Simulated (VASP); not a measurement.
# SiC: cell size and functional

How much does the relaxed cell of SiC depend on the functional? The starting structure is a computed structure from the Materials Project. The first relaxation on each setting starts from this cell expanded by 3 % in volume.

Program: VASP 6.6.1. Level of theory: Kohn-Sham DFT with plane waves and PAW; PBEsol, LDA, PBE, PBEsol + D3(BJ), r2SCAN, r2SCAN + rVV10, optB86b-vdW and RPBE. Results are calculated unless marked as measured.

## 1. Set-up

It takes space group P6_3mc (No. 186, hexagonal). Conventional cell: a = 3.076 Å, b = 3.076 Å, c = 10.071 Å, α = 90.00°, β = 90.00°, γ = 120.00°. Nearest to Si lie 4 C at 1.88 to 1.89 Å. Nearest to C lie 4 Si at 1.88 to 1.89 Å. Nearest to C lie 4 Si at 1.88 to 1.89 Å. Farther neighbours are not listed.

## 2. Relaxation with PBEsol

PBEsol restores the gradient expansion of exchange and is tuned for the cells of solids. This run starts from the cell of an earlier relaxation, which isn't shown; the restart sets up the plane waves anew.

INCAR

```
SYSTEM = SiC
PREC = Accurate
ENCUT = 520
EDIFF = 1E-06
NELM = 100
ISMEAR = 0
SIGMA = 0.03
LREAL = .FALSE.
ALGO = Normal
GGA = PS
NBANDS = 24
LORBIT = 11
LWAVE = .FALSE.
LCHARG = .FALSE.
KPAR = 8
IBRION = 2
NSW = 50
ISIF = 3
EDIFFG = -0.006
```

POSCAR

```
SiC
1.0
    3.0795868435      0.0000000000      0.0000000000
   -1.5397934217      2.6670004397      0.0000000000
    0.0000000000      0.0000000000     10.0815706906
Si C
4 4
Direct
    0.0000000000      0.0000000000      0.1878954489
    0.0000000000      0.0000000000      0.6878954489
    0.3333333333      0.6666666667      0.4378406984
    0.6666666667      0.3333333333      0.9378406984
    0.0000000000      0.0000000000      0.0004562873
    0.0000000000      0.0000000000      0.5004562873
    0.3333333333      0.6666666667      0.2498065654
    0.6666666667      0.3333333333      0.7498065654
```

KPOINTS

```
Automatic mesh
0
Gamma
9 9 2
0 0 0
```

PAW data sets: Si and C (PBE family, release 64).

The run is started by

```sh
mpirun -np 8 vasp_std
```

Output:

```text
[banner, memory and clock lines left out]
running    8 mpi-ranks, on    1 nodes
 distrk:  each k-point on    1 cores,    8 groups
 distr:  one band on    1 cores,    1 groups

 POSCAR found type information on POSCAR SiC
 POSCAR found :  2 types and       8 ions
|                                                                             |
|           W    W    AA    RRRRR   N    N  II  N    N   GGGG   !!!           |
|           W    W   A  A   R    R  NN   N  II  NN   N  G    G  !!!           |
|           W    W  A    A  R    R  N N  N  II  N N  N  G       !!!           |
|           W WW W  AAAAAA  RRRRR   N  N N  II  N  N N  G  GGG   !            |
|           WW  WW  A    A  R   R   N   NN  II  N   NN  G    G                |
|           W    W  A    A  R    R  N    N  II  N    N   GGGG   !!!           |
|                                                                             |
|     For optimal performance we recommend to set                             |
|       NCORE = 2 up to number-of-cores-per-socket                            |
|     NCORE specifies how many cores store one orbital (NPAR=cpu/NCORE).      |
|     This setting can greatly improve the performance of VASP for DFT.       |
|     The default, NCORE=1 might be grossly inefficient on modern             |
|     multi-core architectures or massively parallel machines. Do your        |
|     Unfortunately you need to use the default for GW and RPA                |
|     calculations (for HF NCORE is supported but not extensively tested      |
|     yet).                                                                   |
|                                                                             |

|                                                                             |
|               ----> ADVICE to this user running VASP <----                  |
|                                                                             |
|     You enforced a specific xc type in the INCAR file but a different       |
|     [... a line on the potential file left out ...]
|     I HOPE YOU KNOW WHAT YOU ARE DOING!                                     |
|                                                                             |

 LDA part: xc-table for (Slater+PW92), standard interpolation
 POSCAR, INCAR and KPOINTS ok, starting setup
 FFT: planning ... GRIDC
 FFT: planning ... GRID_SOFT
 FFT: planning ... GRID
 WAVECAR not read
 entering main loop
       N       E                     dE             d eps       ncg     rms          rms(c)
DAV:   1     0.745536486292E+02    0.74554E+02   -0.14587E+04  1152   0.121E+03
DAV:   2    -0.637556813708E+02   -0.13831E+03   -0.12857E+03  1616   0.199E+02
DAV:   3    -0.707583958534E+02   -0.70027E+01   -0.69528E+01  1528   0.433E+01
DAV:   4    -0.708518458147E+02   -0.93450E-01   -0.93370E-01  1480   0.588E+00
DAV:   5    -0.708537430293E+02   -0.18972E-02   -0.18968E-02  1528   0.780E-01    0.175E+01
DAV:   6    -0.639671904723E+02    0.68866E+01   -0.19769E+01  1456   0.199E+01    0.798E+00
DAV:   7    -0.637275656341E+02    0.23962E+00   -0.19016E+00  1576   0.643E+00    0.329E+00
DAV:   8    -0.636760710851E+02    0.51495E-01   -0.11858E-01  1416   0.170E+00    0.905E-01
DAV:   9    -0.636700287858E+02    0.60423E-02   -0.14913E-02  1488   0.652E-01    0.155E-01
DAV:  10    -0.636702466840E+02   -0.21790E-03   -0.90625E-04  1504   0.164E-01    0.716E-02
DAV:  11    -0.636702600459E+02   -0.13362E-04   -0.71594E-05  1488   0.565E-02    0.126E-02
DAV:  12    -0.636702601508E+02   -0.10493E-06   -0.44285E-06  1464   0.113E-02
   1 F= -.63670260E+02 E0= -.63670260E+02  d E =-.636703E+02
 curvature:   0.00 expect dE= 0.000E+00 dE for cont linesearch  0.000E+00
 trial: gam= 0.00000 g(F)=  0.724E-06 g(S)=  0.546E-06 ort = 0.000E+00 (trialstep = 0.100E+01)
 search vector abs. value=  0.127E-05
 reached required accuracy - stopping structural energy minimisation
```

Elapsed: 4.8 s, on 8 MPI ranks of Intel Xeon 6975P-C (Granite Rapids), shared host; peak memory 1.7 GiB; 33 s of CPU time.

Lines that name or quote the potential files are left out of all logs, and their timing lines are given in words.

OUTCAR, selected parts (step 2):

```text
ion  position               nearest neighbor table
   1  0.000  0.000  0.188-   7 1.88   7 1.88   7 1.88   5 1.89   3 3.08   3 3.08   3 3.08   4 3.08
                             4 3.08   4 3.08
   2  0.000  0.000  0.688-   8 1.88   8 1.88   8 1.88   6 1.89   4 3.08   4 3.08   4 3.08   3 3.08
                             3 3.08   3 3.08
   3  0.333  0.667  0.438-   6 1.89   6 1.89   6 1.89   7 1.90   1 3.08   1 3.08   1 3.08   2 3.08
                             2 3.08   2 3.08
   4  0.667  0.333  0.938-   5 1.89   5 1.89   5 1.89   8 1.90   2 3.08   2 3.08   2 3.08   1 3.08
                             1 3.08   1 3.08
   5  0.000  0.000  0.000-   4 1.89   4 1.89   4 1.89   1 1.89
   6  0.000  0.000  0.500-   3 1.89   3 1.89   3 1.89   2 1.89
   7  0.333  0.667  0.250-   1 1.88   1 1.88   1 1.88   3 1.90
   8  0.667  0.333  0.750-   2 1.88   2 1.88   2 1.88   4 1.90

  LATTYP: Found a hexagonal cell.
 ALAT       =     3.0795868435
 C/A-ratio  =     3.2736763738

 Subroutine GETGRP returns: Found 12 space group operations
 (whereof  6 operations were pure point group operations)

The static configuration has the point symmetry C_3v.
 The point group associated with its full space group is C_6v.

 Found     24 irreducible k-points:

   k-points           NKPTS =     24   k-points in BZ     NKDIM =     24   number of bands    NBANDS=     24

   dimension x,y,z NGX =    24 NGY =   24 NGZ =   80
   dimension x,y,z NGXF=    48 NGYF=   48 NGZF=  160

   ENCUT  =  520.0 eV  38.22 Ry    6.18 a.u.   5.73  5.73 18.75*2*pi/ulx,y,z

   NELECT =      32.0000    total number of electrons

 k-points in reciprocal lattice and weights: Automatic mesh
   0.00000000  0.00000000  0.00000000       0.006
   0.11111111  0.00000000  0.00000000       0.037
   0.22222222  0.00000000  0.00000000       0.037
   0.33333333  0.00000000  0.00000000       0.037
   0.44444444  0.00000000  0.00000000       0.037
   0.11111111  0.11111111  0.00000000       0.037
   0.22222222  0.11111111  0.00000000       0.074
   0.33333333  0.11111111  0.00000000       0.074
   0.44444444  0.11111111  0.00000000       0.037
[...]
0.33333333  0.22222222  0.50000000       0.074
   0.33333333  0.33333333  0.50000000       0.012

 average (electrostatic) potential at core
       1 -80.1036       2 -80.1036       3 -80.1481       4 -80.1481       5 -44.9911
       6 -44.9911       7 -44.9310       8 -44.9310

 E-fermi :   8.2795

 k-point     1 :       0.0000    0.0000    0.0000
  band No.  band energies     occupation
    ...
     12       7.5332      2.00000
     13       7.5332      2.00000
     14       8.0657      2.00000
     15       8.1193      2.00000
     16       8.1193      2.00000
     17      13.1390      0.00000
     18      13.7175      0.00000
     19      14.3492      0.00000
     20      14.3560      0.00000
     21      15.0168      0.00000
    ...

 k-point     2 :       0.1111    0.0000    0.0000
  band No.  band energies     occupation
    ...
     12       7.1498      2.00000
     13       7.2378      2.00000
     14       7.3496      2.00000
     15       7.9204      2.00000
     16       8.0213      2.00000
     17      13.4006      0.00000
     18      14.0420      0.00000
     19      14.0841      0.00000
     20      14.6770      0.00000
     21      14.8976      0.00000
    ...

 k-point     3 :       0.2222    0.0000    0.0000
  band No.  band energies     occupation
    ...
     12       5.8273      2.00000
     13       6.5903      2.00000
     14       6.6348      2.00000
     15       7.4490      2.00000
     16       7.6768      2.00000
     17      12.1058      0.00000
     18      12.7007      0.00000
     19      13.2975      0.00000
     20      14.4220      0.00000
     21      14.9909      0.00000
    ...

  Total        0.0058095      0.0058095      0.0048010      0.0000000      0.0000000      0.0000000
  in kB        0.1124111      0.1124111      0.0928970      0.0000000      0.0000000      0.0000000
  external PRESSURE =       0.1059064 kB  Pullay stress =       0.0000000 kB

  energy-cutoff  :      520.00
  volume of cell :       82.80
      direct lattice vectors                 reciprocal lattice vectors
     3.079586844  0.000000000  0.000000000     0.324718883  0.187476535  0.000000000
    -1.539793422  2.667000440  0.000000000     0.000000000  0.374953069  0.000000000
     0.000000000  0.000000000 10.081570691     0.000000000  0.000000000  0.099190893

 POSITION                                       TOTAL-FORCE (eV/Angst)
 -----------------------------------------------------------------------------------
      0.00000      0.00000      1.89428        -0.000000     -0.000000      0.001903
      0.00000      0.00000      6.93507         0.000000     -0.000000      0.001903
     -0.00000      1.77800      4.41412        -0.000000      0.000000      0.000571
      1.53979      0.88900      9.45491         0.000000     -0.000000      0.000571
      0.00000      0.00000      0.00460         0.000000     -0.000000     -0.001736
      0.00000      0.00000      5.04539        -0.000000      0.000000     -0.001736
     -0.00000      1.77800      2.51844         0.000000     -0.000000     -0.000738
      1.53979      0.88900      7.55923        -0.000000     -0.000000     -0.000738
 -----------------------------------------------------------------------------------
    total drift:                               -0.000000     -0.000000      0.000138

  FREE ENERGIE OF THE ION-ELECTRON SYSTEM (eV)
  ---------------------------------------------------
  free  energy   TOTEN  =       -63.6702601508 eV

  energy  without entropy=      -63.6702601508  energy(sigma->0) =      -63.67026015

 reached required accuracy - stopping structural energy minimisation

 total charge
# of ion       s       p       d       tot
------------------------------------------
    1        0.709   0.970   0.000   1.679
    2        0.709   0.970   0.000   1.679
    3        0.708   0.971   0.000   1.680
    4        0.708   0.971   0.000   1.680
    5        0.833   1.698   0.000   2.531
    6        0.833   1.698   0.000   2.531
    7        0.833   1.700   0.000   2.533
    8        0.833   1.700   0.000   2.533
--------------------------------------------------
tot          6.167  10.679   0.000  16.846

[... 3 further parts left out ...]
```

CONTCAR:

```
SiC
   1.00000000000000
     3.0795868435000000    0.0000000000000000    0.0000000000000000
    -1.5397934217000000    2.6670004396999998    0.0000000000000000
     0.0000000000000000    0.0000000000000000   10.0815706905999996
  Si              C
     4     4
Direct
     0.0000000000000000    0.0000000000000000    0.1878954489000009
     0.0000000000000000    0.0000000000000000    0.6878954489000009
     0.3333333332999970    0.6666666667000030    0.4378406984000023
     0.6666666667000030    0.3333333332999970    0.9378406984000023
     0.0000000000000000    0.0000000000000000    0.0004562872999969
     0.0000000000000000    0.0000000000000000    0.5004562872999969
     0.3333333332999970    0.6666666667000030    0.2498065654000001
     0.6666666667000030    0.3333333332999970    0.7498065654000001
```

The PAW data sets were made with PBE, which is usual practice but a small mismatch for other functionals. The run keeps the 12 symmetry operations of its start, so it cannot find a distortion of lower symmetry.

With PBEsol the relaxed cell holds 10.350 Å³ an atom, +0.36 % against the starting cell, with a = 3.080 Å and c = 10.082 Å.

## 3. Relaxation with LDA

LDA, the lowest rung, knows the local density alone. This run starts from the cell of an earlier relaxation, which isn't shown; the restart sets up the plane waves anew.

INCAR: that of step 2 with these lines changed.

```diff
@@ -9,3 +9,3 @@
 ALGO = Normal
-GGA = PS
+GGA = CA
 NBANDS = 24
```

POSCAR

```
SiC
1.0
    3.0600390612      0.0000000000      0.0000000000
   -1.5300195306      2.6500715636      0.0000000000
    0.0000000000      0.0000000000     10.0181533304
Si C
4 4
Direct
    0.0000000000      0.0000000000      0.1878842397
    0.0000000000      0.0000000000      0.6878842397
    0.3333333333      0.6666666667      0.4378478946
    0.6666666667      0.3333333333      0.9378478946
    0.0000000000      0.0000000000      0.0004604654
    0.0000000000      0.0000000000      0.5004604654
    0.3333333333      0.6666666667      0.2498064003
    0.6666666667      0.3333333333      0.7498064003
```

KPOINTS is that of step 2.

The projector-augmented-wave data sets are Si and C (LDA family, release 64).

The run is started by

```sh
mpirun -np 8 vasp_std
```

Output:

```text
[banner, memory and clock lines left out]
running    8 mpi-ranks, on    1 nodes
[...]
[... a notice as in an earlier step ...]

 LDA part: xc-table for (Slater(with rela. corr.)+CA(PZ))
 , standard interpolation
 POSCAR, INCAR and KPOINTS ok, starting setup
[...]
entering main loop
       N       E                     dE             d eps       ncg     rms          rms(c)
DAV:   1     0.740229956847E+02    0.74023E+02   -0.14706E+04  1152   0.121E+03
DAV:   2    -0.677680522851E+02   -0.14179E+03   -0.13047E+03  1600   0.203E+02
DAV:   3    -0.748476201424E+02   -0.70796E+01   -0.70337E+01  1536   0.441E+01
DAV:   4    -0.749465212696E+02   -0.98901E-01   -0.98821E-01  1496   0.618E+00
[...]
DAV:  11    -0.665794257610E+02   -0.93385E-05   -0.33456E-05  1528   0.388E-02    0.216E-02
DAV:  12    -0.665794211622E+02    0.45988E-05   -0.90395E-06  1424   0.148E-02    0.932E-03
DAV:  13    -0.665794206708E+02    0.49146E-06   -0.18890E-06  1136   0.642E-03
   1 F= -.66579421E+02 E0= -.66579421E+02  d E =-.665794E+02
[...]
reached required accuracy - stopping structural energy minimisation
```

Wall time 4.4 s (8 MPI ranks); peak memory 1.5 GiB; 30 s of CPU time.

From OUTCAR (step 3):

```text
  Total        0.0141047      0.0141047      0.0142254      0.0000000      0.0000000      0.0000000
  in kB        0.2781642      0.2781642      0.2805447      0.0000000      0.0000000      0.0000000
  external PRESSURE =       0.2789577 kB  Pullay stress =       0.0000000 kB

 POSITION                                       TOTAL-FORCE (eV/Angst)
 -----------------------------------------------------------------------------------
      0.00000      0.00000      1.88225        -0.000000     -0.000000      0.002618
      0.00000      0.00000      6.89133         0.000000     -0.000000      0.002618
     -0.00000      1.76671      4.38643         0.000000     -0.000000      0.000490
      1.53002      0.88336      9.39550        -0.000000      0.000000      0.000490
      0.00000      0.00000      0.00461        -0.000000      0.000000     -0.002257
      0.00000      0.00000      5.01369        -0.000000     -0.000000     -0.002257
     -0.00000      1.76671      2.50260         0.000000      0.000000     -0.000851
      1.53002      0.88336      7.51168        -0.000000      0.000000     -0.000851
 -----------------------------------------------------------------------------------
    total drift:                               -0.000000     -0.000000      0.000296

  FREE ENERGIE OF THE ION-ELECTRON SYSTEM (eV)
  ---------------------------------------------------
  free  energy   TOTEN  =       -66.5794206708 eV

  energy  without entropy=      -66.5794206708  energy(sigma->0) =      -66.57942067

[... 2 parts as in an earlier step ...]

[... 2 further parts left out ...]
[key lines of the parts left out:]
E-fermi :   8.5430
```

With LDA the relaxed cell holds 10.155 Å³ an atom, -1.53 % against the starting cell, with a = 3.060 Å and c = 10.018 Å. That is -1.89 % from PBEsol.

(Part 1 of 3 ends here.)

[Lines on the potential files, build, host, timing and source positions are cut from VASP's logs without a mark.]

[Logs are printed without paths, hosts, clocks, repeated set-up lines and the standing remarks that a program may print on its own settings, such as how far it seeks lower states.]

[Hosts, paths, dates, database ids (printed as entryN), source tags and the programs' standing remarks are cut or masked in the printed files.]
